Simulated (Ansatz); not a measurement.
Runs of Ansatz 0.2.0 on BP. It takes space group F-43m (No. 216, cubic). The conventional cell has a = 4.538 Å, b = 4.538 Å, c = 4.538 Å, α = 90.00°, β = 90.00°, γ = 90.00°. Around P (site symmetry -43m) lie 4 B at 1.97 Å. B (site symmetry -43m) is surrounded by 4 P at 1.97 Å. 

```csv
task,level,k mesh,cutoff (eV),smearing,points for each segment of the path,mesh quality,gap on the mesh (eV),pressure (GPa)
band structure,r2SCAN0,5 × 5 × 5,500,fermi-dirac 0.05 eV,4,coarse,2.76,-1.9
band structure,B3LYP,5 × 5 × 5,420,fermi-dirac 0.05 eV,4,coarse,(b),2.9
single point,LDA,10 × 10 × 10,420,gaussian 0.05 eV,-,not flagged,1.19,-5.2
single point,PBEsol,10 × 10 × 10,420,gaussian 0.1 eV,-,not flagged,1.13,(a)
band structure,r2SCANh,5 × 5 × 5,500,fermi-dirac 0.05 eV,4,coarse,1.94,-0.7
```

Alike in all rows: potentials or basis Ansatz PAW; no spin polarisation; cell as given.

**Question.** Fill in the values left out.

**Answer.** (a) -2.0; (b) 2.68.

Caveats: some runs use coarse meshes; the PAW data sets come from PBE, with cores solved anew for the run's functional, which leaves a small shift of forces and pressure; the thresholds are loose for stress (some runs).

A k mesh can miss the band edges.
